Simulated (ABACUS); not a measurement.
Crystal: Si2Ni.

```
CELL_PARAMETERS angstrom
0.00000 2.70300 2.70300
2.70300 0.00000 2.70300
2.70300 2.70300 0.00000
ATOMIC_POSITIONS crystal
Ni 0.00000 0.00000 0.00000
Si 0.75000 0.75000 0.75000
Si 0.25000 0.25000 0.25000
```

| Property | Result |
| --- | --- |
| Program | ABACUS 3.10.1 |
| Task | single point |
| Functional | PBE |
| Potentials or basis | PseudoDojo NC SR 0.4.1 PBE standard |
| Cutoff | 1361 eV |
| Density cutoff | 5442 eV |
| Basis | DZP LCAO (the cutoffs set its grid) |
| k mesh | 9 × 9 × 9 |
| Occupations | fermi-dirac, width 0.05 eV |
| Spin | collinear spin, ferromagnetic start |
| Starting moments | [1.0, 0.0, 0.0] μB |

On this cell: pressure 5.6 GPa; largest force zero by symmetry; net moment 0.00 μB per cell; band gap on the k mesh none (metal or under the smearing width).

The same run follows on a disturbed copy (atoms moved at random, drawn with an rms of 0.05 Å):

```
Ni Si
1.0
     0.00000    2.70300    2.70300
     2.70300    0.00000    2.70300
     2.70300    2.70300    0.00000
Ni Si
1 2
Direct
  0.00493 0.00989 0.99540
  0.75332 0.75088 0.76642
  0.24470 0.25296 0.25518
```

Problem. What changes?

Solution. The energy (extrapolated to zero smearing) moves by +7.9 meV/atom; pressure 5.8 GPa; largest force 0.499 eV/Å; net moment 0.00 μB per cell; band gap on the k mesh none (metal or under the smearing width).

Forces on the atoms (eV/Å):
```
Ni   0.190  0.268 -0.376
Si  -0.224 -0.433  0.071
Si   0.034  0.166  0.305
```

Stress tensor (GPa, compression positive):
```
5.79 0.77 1.74
0.77 5.88 0.73
1.74 0.73 5.71
```

Caveats: the atomic orbitals were generated for these runs and aren't a published set; the basis of atomic orbitals isn't converged, which shifts pressures, moduli and gaps.
